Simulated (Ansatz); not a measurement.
## PBE against PBEsol: RuO2, pressure −2 GPa

Start from RuO2 in the rutile structure (space group P4_2/mnm, No. 136; a = 4.525 Å, c = 3.120 Å).

(Cell as relaxed with PBE.)

Levels (all Ansatz, an electronic-structure program, PAW, earlier PAW set): PBE (420 eV, spin-orbit coupling left out); PBEsol (420 eV, spin-orbit coupling left out).

Each level relaxes its own structure.

| base | PBE | PBEsol |
|---|---|---|
| volume per atom | 10.64 Å³ | 10.29 Å³ |
| lattice parameter a | 4.525 Å | 4.467 Å |
| band gap | zero | zero |

Now apply this change: a negative pressure, −2 GPa.

| quantity | PBE | PBEsol |
|---|---|---|
| volume per atom | 10.73 Å³ | [?] |
| c/a ratio | 0.688 | [?] |

Given the PBE results, estimate those of PBEsol.


- volume per atom, PBEsol: 10.36 Å³
- c/a ratio, PBEsol: 0.691

PBE's volume per atom lies 0.37 Å³ above PBEsol's (3.6 %); PBE's c/a ratio lies 0.003 below PBEsol's. Neither level is exact; PBEsol is the comparison here, not a measurement.

Load acts through the strain it causes; cell and atoms are relaxed under it. No phonon test of stability was made. No Hubbard U is applied, and correlation can decide whether such a compound is a metal. All final runs are without spin polarisation.
